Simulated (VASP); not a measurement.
A run of VASP 6.6.1:

INCAR

```
SYSTEM = As
  ALGO = Normal
  BPARAM = 11.95
  CPARAM = 0.0093
  EDIFF = 1E-7
  EDIFFG = -0.01
  ENCUT = 600
  IBRION = 2
  ISIF = 3
  ISMEAR = 0
  IVDW_NL = 2
  LASPH = .True.
  LCHARG = .False.
  LMIXTAU = .True.
  LREAL = .False.
  LUSE_VDW = .True.
  LWAVE = .False.
  METAGGA = R2SCAN
  NELM = 80
  NSW = 60
  PREC = Accurate
  SIGMA = 0.05
```

Contents of KPOINTS:

```
k-points
0
Gamma
  10 10 10
  0 0 0
```

POSCAR

```
As
1.0
    2.7036817444      0.0000000000      0.0000000000
    0.0000000000      2.7036817444      0.0000000000
    0.0000000000      0.0000000000      2.7036817444
As
1
Direct
    0.5000000000      0.5000000000      0.5000000000
```

Potentials or basis: VASP PAW PBE potentials, release 64 (As).

Launch:

```sh
$ cat potpaw_PBE.64/As/POTCAR > POTCAR
$ mpirun -np 1 vasp_std > vasp.out
```

Hardware: 1 thread of Intel(R) Xeon(R) Platinum 8488C (Sapphire Rapids), on a shared host.

Q: How long does it take, and how much memory?

A: Wall time 80 s on 1 thread of Intel(R) Xeon(R) Platinum 8488C (Sapphire Rapids) (shared host), peak memory 0.22 GiB. Counts: scf iterations 35, k points 56, ion steps 3.
